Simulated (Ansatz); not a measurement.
Ti (simple hexagonal type) under strong compression

```xyz
1
Lattice="2.7348 0.0000 0.0000 -1.3674 2.3684 0.0000 0.0000 0.0000 2.7327" Properties=species:S:1:pos:R:3 pbc="T T T"
Ti    0.0000    0.0000    0.0000
```

The cell comes from a relaxation on PAW files under the same functional, begun from a prototype that needn't be the stable phase.

Its volume is scaled, and at each volume shape and atoms are relaxed on PAW files; all methods then take that cell.

Computed with Ansatz 0.2.0; functional PBE, scalar-relativistic. Settings: a Γ-centred 15×15×14 k mesh, Fermi–Dirac smearing of 0.08 eV, no spin polarisation. Methods: LAPW: all electrons, basis error target 1 meV/atom; PAW: frozen-core files, cutoff 420 eV; crystal datasets: all electrons, by PAW datasets that the program makes for each cell; norm-conserving: pseudopotentials, cutoff 1155 eV; PAW (core large): files with a larger core, cutoff 420 eV.

Energies are extrapolated to zero smearing and count from the unscaled cell; pressure is positive in compression; gaps take the mesh and a band path. No temperature or zero-point motion is included.

```
V/V0  V (Å³/atom)  P LAPW (GPa)  ΔE LAPW (eV/atom)  P PAW − LAPW (GPa)  ΔE PAW − LAPW (meV/atom)  space group  shortest distance (Å)
1.00        17.70         -0.01              0.000                0.02                       0.0       P6/mmm                  2.733
0.92        16.28          9.00              0.037                0.04                       0.2       P6/mmm                  2.648
0.84        14.87          22.1              0.170                0.05                       0.6       P6/mmm                  2.561
0.76        13.45          41.2              0.443                0.05                       1.1       P6/mmm                  2.468
0.68        12.04             ?                  ?                   ?                         ?            ?                      ?
0.60        10.62         114.0              1.720               -0.03                       1.3       P6/mmm                  2.272
0.52         9.20         186.5              3.019               -0.13                       0.8       P6/mmm                  2.165
0.45         7.96         293.6              4.836               -0.66                      -1.9       P6/mmm                  2.071
```

Fit the Vinet equation to the LAPW pressures shown (residuals weighted by 1/(|P| + 0.03·Pmax)), and predict the pressure of the withheld row.

The fit gives V0 = 17.70 Å³/atom, B0 = 90.6 GPa and B0′ = 3.80. At 12.04 Å³/atom, x = (V/V0)^(1/3) = 0.8793, and P = 3·B0·(1 − x)/x²·exp[1.5·(B0′ − 1)·(1 − x)] = 70.5 GPa. The run itself gave 69.6 GPa (+1.3 % off) and ΔE = 0.923 eV/atom.

At the smallest volume, how far do crystal datasets and norm-conserving and PAW (core large) lie from LAPW in pressure?

crystal datasets: 0.00 GPa; norm-conserving: +0.92 GPa; PAW (core large): -0.66 GPa, on a LAPW pressure of 293.6 GPa.

How do the Löwdin populations by LAPW change from the unscaled cell to the last row?

Ti 3s 1.96 → 1.85, Ti 4s 0.85 → 0.47, Ti 3p 5.98 → 5.88, Ti 3d 3.08 → 3.76 electrons an atom. These are projections on the shells that the free atoms fill; 0.12 e a cell lies outside them at the start and 0.05 e at the end.
